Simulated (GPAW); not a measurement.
TiAl3:

```
Ti Al
1.0
     2.83968    0.00000    0.00000
     0.00000    4.68126    0.00000
     0.00000    0.00000    4.90074
Ti Al
1 3
Direct
  0.00000 0.50000 0.16592
  0.00000 0.00000 0.83590
  0.50000 0.00000 0.33091
  0.50000 0.50000 0.66727
```

The cell comes from a database or a generator and needn't be the stable form of this composition.

| Property | Result |
| --- | --- |
| Program | GPAW 26.7.0 |
| Task | relaxation of cell and atoms |
| Functional | PBEsol |
| Dispersion | D3 |
| Potentials or basis | PAW data sets generated in the run's folder for this functional |
| Cutoff | 600 eV |
| Basis | pw |
| k mesh | 7 × 4 × 4 |
| Occupations | fermi-dirac, width 0.05 eV |
| Spin | no spin polarisation |

At the start: pressure -5.0 GPa; volume 16.29 Å³/atom.

Task: Where does the relaxation end?

Result: Over 10 steps the energy falls by 13.6 meV/atom and the volume is 15.47 Å³/atom (-5.0 %); space group Pmm2 (No. 25, to 0.05 Å).

Step by step:
| step | energy change (eV) | largest force (eV/Å) | pressure (GPa) | volume (Å³) |
| --- | --- | --- | --- | --- |
| 1 | 0.0000 | 0.0524 | -4.96 | 65.15 |
| 2 | -0.0106 | 0.0421 | -4.47 | 64.80 |
| 3 | -0.0514 | 0.0653 | 0.46 | 61.74 |
| 4 | -0.0522 | 0.0494 | 0.12 | 61.92 |
| 5 | -0.0529 | 0.0287 | -0.07 | 62.02 |
| 6 | -0.0538 | 0.0341 | -0.18 | 62.07 |
| 7 | -0.0540 | 0.0488 | -0.07 | 62.01 |
| 8 | -0.0541 | 0.0464 | 0.07 | 61.93 |
| 9 | -0.0542 | 0.0342 | 0.14 | 61.89 |
| 10 | -0.0543 | 0.0160 | 0.14 | 61.89 |

Final structure:
```
Ti Al
1.0
     2.82169    0.00000    0.00000
     0.00000    4.54751    0.00000
     0.00000    0.00000    4.82346
Ti Al
1 3
Direct
  0.00000 0.50000 0.16590
  0.00000 0.00000 0.83544
  0.50000 0.00000 0.33006
  0.50000 0.50000 0.66861
```

Caveat: later steps reuse the first step's grids; pairwise dispersion overbinds metals, which lowers pressure and volume.
